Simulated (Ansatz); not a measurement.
Wanted: the native input for an Ansatz 0.2.0 run.

```yaml
Task: atomic charges
Functional: PBE0
Dispersion: D4
Potentials_or_basis: Ansatz NC
Cutoff: "1197 eV (not typed: the program's choice for these potentials)"
k_mesh: 6 × 6 × 6
Occupations: methfessel-paxton, width 0.1 eV
Spin: no spin polarisation
```

Na:

```xyz
1
Lattice="-2.1410 2.1410 2.1410 2.1410 -2.1410 2.1410 2.1410 2.1410 -2.1410" Properties=species:S:1:pos:R:3 pbc="T T T"
Na    0.0000    0.0000    0.0000
```

One way to write it, as run:

input.yaml

```yaml
crystal:
  lattice: { a: 4.282, b: 4.282, c: 4.282, alpha: 90.0, beta: 90.0, gamma: 90.0 }
  space_group: 229
  reduce_to_primitive: true
  atoms:
    - { symbol: Na, wyckoff: "2a", position: [0.0, 0.0, 0.0] }
hamiltonian:
  xc: pbe0
  pseudopotentials: { kind: nc }
  dispersion: d4
kpoints:
  mp_grid: { grid: [6, 6, 6] }
scf:
  occupations: { method: methfessel_paxton, width: 0.1 }
output:
  forces: true
  stress: true
  eigenvalues: true
  bader: false
  populations: true
```

Potentials or basis: Ansatz NC.

Launch:

```console
$ ansatz run input.yaml --threads 1 --pin off --max-ram 2560MiB --backend cpu --events-out ev --progress --plain --runs-dir out
```

It gave:

```json
{
 "Pressure": "-0.2 GPa",
 "Band gap on the k mesh": "none (metal or under the smearing width)"
}
```

Caveat: the potentials were made for another functional, which shifts forces and pressure; pairwise dispersion overbinds metals, which lowers pressure and volume; the thresholds are loose for stress.

It took 71 s on 1 thread of Arm Neoverse V1, on a shared host, peak memory 2.1 GiB.
